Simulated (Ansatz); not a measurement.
MgS (rocksalt): G0W0 against its settings

MgS (rocksalt), relaxed with r2SCAN; one-shot G0W0 in Ansatz without spin-orbit coupling. Calculated for a static, non-magnetic cell.

```xyz
2
Lattice="0.0000 2.6015 2.6015 2.6015 0.0000 2.6015 2.6015 2.6015 0.0000" Properties=species:S:1:pos:R:3 pbc="T T T"
Mg    0.0000    0.0000    0.0000
S     2.6015    2.6015    2.6015
```

Gaps are read over the mesh points alone. G0W0 here is at a finite number of bands, screening cutoff and k mesh, not at the basis limit.
```tsv
start	potentials	frequency model	mesh	empty bands	screening cutoff (eV)	Kohn-Sham gap (eV)	G0W0 gap (eV)	rough cost
PBE	PAW	contour deformation	4×4×4	57	80	2.77	3.99	2.8 core-seconds
PBE	PAW	contour deformation	4×4×4	132	140	2.77	4.14	8 core-seconds
PBE	PAW	contour deformation	4×4×4	243	210	2.77	4.23	28 core-seconds
HSE06	PAW	contour deformation	4×4×4	132	140	3.80	4.63	24 core-seconds
LDA	PAW	contour deformation	4×4×4	132	140	2.53	4.04	8 core-seconds
r2SCAN	PAW	contour deformation	4×4×4	132	140	3.44	4.52	12 core-seconds
PBE	PAW	Godby-Needs pole	4×4×4	132	140	2.77	4.12	9 core-seconds
PBE	PAW	contour deformation	6×6×6	57	80	2.79	4.04	14 core-seconds
PBE	norm-conserving	contour deformation	4×4×4	132	140	2.76	4.11	17 core-seconds
```

G0W0 moves the gap on the mesh from 2.77 eV (PBE) to 4.23 eV (Γ to X). Renormalisation factors Z lie between 0.76 and 0.81.

Raising bands and cutoff together moves the gap by +0.15 eV (80 to 140 eV), then +0.09 eV (140 to 210 eV); the last step is still large, so the basis limit isn't reached. Starting from HSE06 (3.80 eV against PBE's 2.77 eV) gives 4.63 eV, +0.49 eV from G0W0@PBE at the same screening cutoff. Starting from LDA (2.53 eV against PBE's 2.77 eV) gives 4.04 eV, -0.10 eV from G0W0@PBE at the same screening cutoff. Starting from r2SCAN (3.44 eV against PBE's 2.77 eV) gives 4.52 eV, +0.38 eV from G0W0@PBE at the same screening cutoff. The Godby-Needs plasmon pole differs from contour deformation by -0.02 eV. A 6×6×6 mesh in place of 4×4×4 changes the opening over PBE by +0.03 eV (the gap on the mesh by +0.05 eV, the PBE gap by +0.02 eV). Norm-conserving potentials (wave cutoff 1143 eV against 420 eV) shift the quasiparticle gap by -0.03 eV and the PBE gap by -0.01 eV. r2SCAN runs take a wave cutoff of 500 eV.
